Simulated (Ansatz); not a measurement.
Ge:

```
CELL_PARAMETERS angstrom
0.00000 2.88574 5.11566
2.63050 0.00000 5.11566
2.63050 2.88574 0.00000
ATOMIC_POSITIONS crystal
Ge 0.72649 0.27351 0.72649
Ge 0.27351 0.72649 0.27351
Ge 0.21813 0.21813 0.78187
Ge 0.78187 0.78187 0.21813
```

This isn't the form of Ge at room conditions, which is diamond.

Base run:

| Property | Result |
| --- | --- |
| Program | Ansatz 0.2.0 |
| Functional | LDA |
| Potentials or basis | Ansatz PAW |
| Cutoff | 420 eV (not typed: the program's choice for these potentials) |
| k mesh | 7 × 7 × 7 |
| Occupations | fermi-dirac, width 0.05 eV |
| Spin | no spin polarisation |

Its results: band gap on the k mesh none (metal or under the smearing width); pressure -5.1 GPa; largest force 0.042 eV/Å.

Task: The run is repeated on the same cell with these changes: functional from LDA to PBEsol; spin from no spin polarisation to spin-orbit coupling, no magnetisation; potential files from those of the base run to others of the same set. What comes out?

Result: Band gap on the k mesh none (metal or under the smearing width); pressure -3.5 GPa; largest force 0.043 eV/Å.

Several settings changed at once, so the effect can't be laid on one alone.

Caveats: the PAW data sets come from PBE, with cores solved anew for the run's functional, which leaves a small shift of forces and pressure.
